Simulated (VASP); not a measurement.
# ZnSe (Stilleite) (F-43m) in VASP: further runs

The runs below take ZnSe (Stilleite) through dielectric tensor, phonons, with LDA.

Program: VASP 6.6.1. These are calculated values, not measurements. Logs are shortened: lines on timing, memory, paths and dates and some standing lists are left out, and cuts for length are marked.

**The experiment to reproduce.**

A printed reference work, textbook reports, for a bulk crystal of ZnSe: high-frequency dielectric constant 5.9.

The results are compared with them further down.

## (1) The crystal as given

The structure is cubic, space group F-43m (No. 216). Conventional cell: a = 5.576 Å, b = 5.576 Å, c = 5.576 Å, α = 90.00°, β = 90.00°, γ = 90.00°. Zn (site symmetry -43m) is surrounded by 4 Se at 2.41 Å. Se (site symmetry -43m) is surrounded by 4 Zn at 2.41 Å.

## (2) Dielectric tensor, LDA

INCAR reads:

```
SYSTEM = ZnSe
PREC     = Accurate       ! precision mode
ENCUT    = 600            ! plane-wave cutoff, eV
EDIFF    = 1E-8           ! SCF threshold, eV
ISMEAR   = 0              ! smearing method
SIGMA    = 0.03           ! smearing width, eV
LREAL    = .FALSE.        ! projectors in reciprocal space
LASPH    = .TRUE.         ! aspherical terms in the spheres
NELM     = 80             ! most SCF steps
ALGO     = Fast           ! electronic algorithm
ISIF     = 2              ! what is computed and relaxed
LWAVE    = .FALSE.        ! write WAVECAR
LCHARG   = .FALSE.        ! write CHGCAR
LEPSILON = .TRUE.         ! dielectric tensor by DFPT
```

KPOINTS reads:

```
Automatic mesh
0
Monkhorst
  14 14 14
  0 0 0
```

POSCAR reads:

```
ZnSe                                    
1.0
    0.0000000000      2.7879955257      2.7879955257
    2.7879955257      0.0000000000      2.7879955257
    2.7879955257      2.7879955257      0.0000000000
  Zn              Se            
     1     1
Direct
     1.0000000000000000    0.0000000000000000    1.0000000000000000
     0.2500000000000000    0.2500000000000000    0.2500000000000000
```

Potentials or basis: VASP PAW LDA potentials, release 64 (Zn, Se).

On the command line:

```
$ cat potpaw_LDA.64/Zn/POTCAR potpaw_LDA.64/Se/POTCAR > POTCAR
$ mpirun -np 1 vasp_std > vasp.out
```

OUTCAR:

```text
SYSTEM = ZnSe
   PREC = Accurate
   ENCUT = 600
   EDIFF = 1E-8
   ISMEAR = 0
   LREAL = .FALSE.
   LASPH = .TRUE.
   NELM = 80
   ISIF = 2
   LEPSILON = .TRUE.

 ion  position               nearest neighbor table
   1  0.000  0.000  0.000-   2 2.41   2 2.41   2 2.41   2 2.41
   2  0.250  0.250  0.250-   1 2.41   1 2.41   1 2.41   1 2.41

  LATTYP: Found a face centered cubic cell.
 ALAT       =     5.5759910514

  Lattice vectors:

 A1 = (   0.0000000000,   2.7879955257,   2.7879955257)
 A2 = (   2.7879955257,   0.0000000000,   2.7879955257)
 A3 = (   2.7879955257,   2.7879955257,   0.0000000000)

Analysis of symmetry for initial positions (statically):
=====================================================================
 Subroutine PRICEL returns:
 Original cell was already a primitive cell.

 Routine SETGRP: Setting up the symmetry group for a
 face centered cubic supercell.

 Subroutine GETGRP returns: Found 24 space group operations
 (whereof 24 operations were pure point group operations)
 out of a pool of 48 trial point group operations.

The static configuration has the point symmetry T_d .

Analysis of symmetry for dynamics (positions and initial velocities):
=====================================================================
 Subroutine PRICEL returns:
 Original cell was already a primitive cell.

 Routine SETGRP: Setting up the symmetry group for a
 face centered cubic supercell.

 Subroutine GETGRP returns: Found 24 space group operations
 (whereof 24 operations were pure point group operations)
 out of a pool of 48 trial point group operations.

The dynamic configuration has the point symmetry T_d .

 Subroutine INISYM returns: Found 24 space group operations
 (whereof 24 operations are pure point group operations),
 and found     1 'primitive' translations

----------------------------------------------------------------------------------------

[... 541 lines left out ...]
     0.000000000  2.787995526  2.787995526    -0.179340317  0.179340317  0.179340317
     2.787995526  0.000000000  2.787995526     0.179340317 -0.179340317  0.179340317
     2.787995526  2.787995526  0.000000000     0.179340317  0.179340317 -0.179340317

 POSITION                                       TOTAL-FORCE (eV/Angst)
 -----------------------------------------------------------------------------------
      0.00000      0.00000      0.00000        -0.000000      0.000000      0.000000
      1.39400      1.39400      1.39400         0.000000     -0.000000     -0.000000
 -----------------------------------------------------------------------------------
    total drift:                                0.000000      0.000000      0.000000

  FREE ENERGIE OF THE ION-ELECTRON SYSTEM (eV)
  ---------------------------------------------------
  free  energy   TOTEN  =        -7.3729287009 eV

  energy  without entropy=       -7.3729287009  energy(sigma->0) =       -7.37292870

 HEAD OF MICROSCOPIC STATIC DIELECTRIC TENSOR (INDEPENDENT PARTICLE, excluding Hartree and local field effects)
 ------------------------------------------------------
           7.952919     0.000000     0.000000
           0.000000     7.952919     0.000000
           0.000000     0.000000     7.952919
 ------------------------------------------------------

 Free energy of the ion-electron system (eV)
  ---------------------------------------------------
  ---------------------------------------------------
  free energy    TOTEN  =        -0.81476262 eV

  energy without entropy =       -0.81476262

------------------------ aborting loop because EDIFF is reached ----------------------------------------

--------------------------------------- Ionic step        2  -------------------------------------------

------------------------ aborting loop because EDIFF is reached ----------------------------------------

--------------------------------------- Ionic step        3  -------------------------------------------

 Free energy of the ion-electron system (eV)
  ---------------------------------------------------
  ---------------------------------------------------
  free energy    TOTEN  =        -0.81475880 eV

  energy without entropy =       -0.81475880

------------------------ aborting loop because EDIFF is reached ----------------------------------------

 PIEZOELECTRIC TENSOR FIELD DIRECTION 3  (e Angst)
 -----------------------------------------------------------------------------
     0.00018 -1.84600  0.00000           (  0.00000  0.02010  0.00000)
    -1.84600  0.00018  0.00000           (  0.02010  0.00000  0.00000)
     0.00000  0.00000 -0.00168           (  0.00000  0.00000  0.00000)

 PIEZOELECTRIC TENSOR FIELD DIRECTION 3  (C/m^2)
 -----------------------------------------------------------------------------
     0.00007 -0.68240  0.00000
    -0.68240  0.00007  0.00000
     0.00000  0.00000 -0.00062

 MACROSCOPIC STATIC DIELECTRIC TENSOR (including local field effects in DFT)
 ------------------------------------------------------
           7.431397     0.000000     0.000000
          -0.000000     7.431397     0.000000
           0.000000     0.000000     7.431397
 ------------------------------------------------------

 PIEZOELECTRIC TENSOR (including local field effects)  for field in x, y, z        (e  Angst)
          XX          YY          ZZ          XY          YZ          ZX
  --------------------------------------------------------------------------------
  x    -0.00000     0.00000    -0.00000    -0.00000    -1.84930     0.00000
  y    -0.00000    -0.00000    -0.00000     0.00000     0.00000    -1.84930
  z    -0.00000    -0.00000     0.00000    -1.84930     0.00000    -0.00000

 PIEZOELECTRIC TENSOR (including local field effects)  for field in x, y, z        (C/m^2)
          XX          YY          ZZ          XY          YZ          ZX
  --------------------------------------------------------------------------------
  x    -0.00000     0.00000    -0.00000    -0.00000    -0.68362     0.00000
  y    -0.00000    -0.00000    -0.00000     0.00000     0.00000    -0.68362
  z    -0.00000    -0.00000     0.00000    -0.68362     0.00000    -0.00000

 BORN EFFECTIVE CHARGES (including local field effects) (in |e|, cummulative output)
 ---------------------------------------------------------------------------------
 ion    1
    1     1.97338     0.00000     0.00000
    2    -0.00000     1.97338     0.00000
    3     0.00000     0.00000     1.97338
 ion    2
    1    -1.97338     0.00000     0.00000
    2     0.00000    -1.97338    -0.00000
    3     0.00000     0.00000    -1.97338
```

OSZICAR:

```text
N       E                     dE             d eps       ncg     rms          rms(c)
DAV:   1     0.919670159825E+02    0.91967E+02   -0.98698E+03  7280   0.178E+03
DAV:   2    -0.115772375698E+01   -0.93125E+02   -0.88821E+02  7690   0.297E+02
[... 12 lines left out ...]
RMM:   6    -0.814467883855E+00   -0.45770E-03   -0.13543E-04 61976   0.725E-02    0.157E-02
RMM:   7    -0.814718718005E+00   -0.25083E-03   -0.14122E-05 66705   0.217E-02    0.209E-03
RMM:   8    -0.814764817917E+00   -0.46100E-04   -0.19460E-06 63856   0.548E-03    0.100E-03
RMM:   9    -0.814757128310E+00    0.76896E-05   -0.48872E-07 69092   0.176E-03    0.308E-04
RMM:  10    -0.814758108530E+00   -0.98022E-06   -0.82510E-08 62281   0.556E-04    0.366E-05
RMM:  11    -0.814759193136E+00   -0.10846E-05   -0.49499E-09 41807   0.175E-04    0.219E-05
RMM:  12    -0.814758803031E+00    0.39010E-06    0.16035E-09 31025   0.939E-05    0.393E-06
```

stdout:

```text
POSCAR found type information on POSCAR ZnSe
 POSCAR found :  2 types and       2 ions
 scaLAPACK will be used
 LDA part: xc-table for (Slater(with rela. corr.)+CA(PZ))
 , standard interpolation
 -----------------------------------------------------------------------------
[... 38 lines left out ...]
 dielectric tensor                  component  3 :     0.055    -1.749     6.058
 Linear response to external field, progress :
  Direction:   1
 dielectric tensor                  component  1 :     7.431     0.315    -0.000
 Linear response to external field, progress :
  Direction:   2
 dielectric tensor                  component  2 :    -0.000     7.431    -0.355
 Linear response to external field, progress :
  Direction:   3
 dielectric tensor                  component  3 :     0.497    -0.019     7.431
 Born effective charges drift removed
```

Run time: 21 min. Hardware: 1 thread of Intel Xeon 6975P-C (Granite Rapids), shared host; peak memory 2.2 GiB.

What came out:

```
Electronic dielectric tensor (diagonal) : 7.43
Born charges (mean of the diagonal)     : Zn +1.97; Se -1.97 e
```

Levels at points of the mesh, in eV from the valence-band top:
| k point | band 7 | band 8 | band 9 | band 10 | band 11 | band 12 |
| --- | --- | --- | --- | --- | --- | --- |
| (0.04, 0.04, 0.04) | -0.19 | 0.00 | 0.00 | 1.46 | 5.68 | 5.73 |

Electronic dielectric tensor:
```
7.43 0.00 0.00
0.00 7.43 0.00
0.00 0.00 7.43
```

Born effective charge tensors (e):
atom 1, Zn
```
1.97 0.00 0.00
0.00 1.97 0.00
0.00 0.00 1.97
```
atom 2, Se
```
-1.97  0.00  0.00
 0.00 -1.97  0.00
 0.00  0.00 -1.97
```

(Continued in part 2 of 3.)
